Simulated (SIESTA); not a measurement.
Crystal: VBiO4.

```
CELL_PARAMETERS angstrom
-2.56105 2.56105 5.79606
2.56105 -2.56105 5.79606
2.56105 2.56105 -5.79606
ATOMIC_POSITIONS crystal
Bi 0.75000 0.25000 0.50000
Bi 0.00000 0.00000 0.00000
V 0.25000 0.75000 0.50000
V 0.50000 0.50000 0.00000
O 0.43810 0.32910 0.60895
O 0.57915 0.68810 0.60899
O 0.72016 0.82915 0.39105
O 0.07910 0.97016 0.39101
O 0.67090 0.27984 0.10899
O 0.02984 0.42085 0.10895
O 0.31190 0.92090 0.89105
O 0.17085 0.56190 0.89101
```

Measurements of this composition are mostly on another form, of space group No. 15.

* Program: SIESTA 5.4.2
* Task: single point
* Functional: PBE
* Potentials or basis: PseudoDojo 0.4 standard (PBE files)
* Basis: DZP (energy shift 0.003 Ry; two zetas on semicore shells)
* Grid cutoff: 800 Ry
* Energy shift: 0.003 Ry
* k mesh: 7 × 7 × 7
* Occupations: fermi-dirac, width 0.05 eV
* Spin: collinear spin, ferromagnetic start
* Starting moments: [0.0, 0.0, 2.0, 2.0, 0.0, 0.0, 0.0, 0.0, 0.0, 0.0, 0.0, 0.0] μB

On this cell: pressure 7.1 GPa; largest force 0.136 eV/Å; net moment 0.00 μB per cell; band gap on the k mesh 2.13 eV, indirect (least direct gap 2.14 eV).

The same run follows on a disturbed copy (atoms moved at random, drawn with an rms of 0.05 Å):

```
Bi V O
1.0
    -2.56105    2.56105    5.79606
     2.56105   -2.56105    5.79606
     2.56105    2.56105   -5.79606
Bi V O
2 2 8
Direct
  0.74845 0.24964 0.50380
  0.00403 0.99551 0.99829
  0.24421 0.75410 0.49856
  0.49999 0.50595 0.00408
  0.43920 0.32633 0.60450
  0.58457 0.69253 0.61523
  0.72955 0.83025 0.39787
  0.08792 0.98079 0.40410
  0.66983 0.27383 0.11053
  0.03575 0.42670 0.11262
  0.32170 0.92646 0.89592
  0.16862 0.56579 0.88804
```

Question: What does the disturbed cell give?

Answer: The energy moves by +15.9 meV/atom; pressure 6.5 GPa; largest force 2.176 eV/Å; net moment 0.00 μB per cell; band gap on the k mesh 1.98 eV, indirect (least direct gap 2.00 eV).

Forces on the atoms (eV/Å):
```
Bi   0.140 -0.333  0.617
Bi   0.493 -0.257 -0.374
V   -0.385  1.398  1.622
V   -1.413  0.860 -0.723
O    0.713  0.381 -0.359
O    0.090 -0.586 -0.339
O   -0.228 -0.214  0.046
O   -0.048 -0.314  0.160
O    0.643 -1.048  1.074
O   -0.480 -0.293 -0.773
O    0.530  0.095 -1.029
O   -0.053  0.313  0.079
```

Stress tensor (GPa, compression positive):
```
7.30 2.24 0.61
2.24 5.34 0.35
0.61 0.35 6.93
```

Caveats: spin-orbit coupling is left out, which as a rule narrows the gap of such compounds by several tenths of an eV; an odd mesh through Γ misses points on the zone boundary, where band edges often lie; the basis of atomic orbitals isn't converged, which shifts pressures, moduli and gaps.
